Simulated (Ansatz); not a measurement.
Reaction (ligand exchange at the Al–C bond): `[CH3][SnH2][CH2][AlH2]` + `CC(C)(C)O` → `CC(C)(C)[O][AlH2]` + `[CH3][SnH2][CH3]`

Gas-phase electronic energies from Ansatz, PBE0-D4/def2-TZVP geometries. CCSD(T)/CBS is the MP2 limit (def2-TZVPP, def2-QZVPP) plus CCSD(T) − MP2 in def2-TZVPP, frozen cores. Functionals use def2-TZVPP. B3LYP here is the variant with VWN-RPA as its local correlation; programs differ in this. def2 core potentials past Kr. For Sn outer-core shells are correlated without core-valence functions, which leaves a few kJ/mol of doubt a bond. One conformer a species, not always the lowest.

`[CH3][SnH2][CH2][AlH2]`:

Cartesian coordinates in Å:
```
C -0.619 2.160 0.600
Sn -0.059 0.135 0.995
C 1.094 -0.669 -0.647
Al 0.021 -2.118 -1.345
H 0.275 2.780 0.519
H -1.172 2.210 -0.338
H -1.247 2.544 1.403
H -1.491 -0.825 1.129
H 0.801 -0.010 2.466
H 1.243 0.159 -1.345
H 2.059 -0.972 -0.238
H 0.199 -3.589 -0.774
H -1.104 -1.805 -2.425
```

`CC(C)(C)O`:

```xyz
15

C     0.854    0.794   -0.846
C    -0.017   -0.215   -0.110
C     0.694   -0.742    1.122
C    -1.358    0.402    0.263
O    -0.229   -1.359   -0.936
H     1.799    0.333   -1.139
H     0.352    1.152   -1.750
H     1.069    1.663   -0.220
H     1.638   -1.212    0.841
H     0.076   -1.489    1.624
H     0.902    0.068    1.824
H    -1.229    1.257    0.932
H    -1.988   -0.337    0.761
H    -1.883    0.756   -0.630
H    -0.679   -1.071   -1.735
```

`CC(C)(C)[O][AlH2]`:

Cartesian coordinates in Å:
```
C 1.097 0.331 -1.421
C 0.106 0.119 -0.286
C -0.234 1.449 0.376
C -1.159 -0.552 -0.805
O 0.730 -0.727 0.660
Al 0.359 -1.431 2.145
H 0.678 0.980 -2.193
H 1.358 -0.627 -1.875
H 2.012 0.788 -1.040
H -0.942 1.299 1.195
H -0.685 2.141 -0.339
H 0.671 1.912 0.777
H -1.871 -0.710 0.011
H -1.647 0.060 -1.566
H -0.916 -1.521 -1.248
H 1.493 -2.327 2.778
H -1.050 -1.184 2.831
```

`[CH3][SnH2][CH3]`:

Cartesian coordinates in Å:
```
C 0.572 0.819 -1.496
Sn 0.663 -0.443 0.233
C -1.210 -0.393 1.272
H 1.521 0.800 -2.030
H 0.356 1.845 -1.197
H -0.216 0.474 -2.167
H 1.914 0.098 1.274
H 1.014 -2.051 -0.245
H -1.436 0.627 1.583
H -2.008 -0.746 0.618
H -1.171 -1.030 2.155
```

CCSD(T)/CBS gives -28.9 kcal/mol.

Task: Another level gave -32.4 kcal/mol. Which?
A. HF/def2-TZVPP
B. CCSD/def2-TZVPP
C. PBE0/def2-TZVPP
D. B3LYP-D4/def2-TZVPP

Result: A. HF/def2-TZVPP -32.4, CCSD/def2-TZVPP -30.0, PBE0 -27.6, B3LYP-D4 -31.4 kcal/mol.

Largest T1 diagnostic among the species: 0.011.

In def2-TZVPP, CCSD(T) changes the Hartree–Fock value by +2.8 kcal/mol (the triples alone add +0.4 kcal/mol) and MP2 by +2.5 kcal/mol.

CCSD(T)/CBS has its own doubt, a few kJ/mol and more with outer-core shells, so smaller differences from it don't rank the levels.
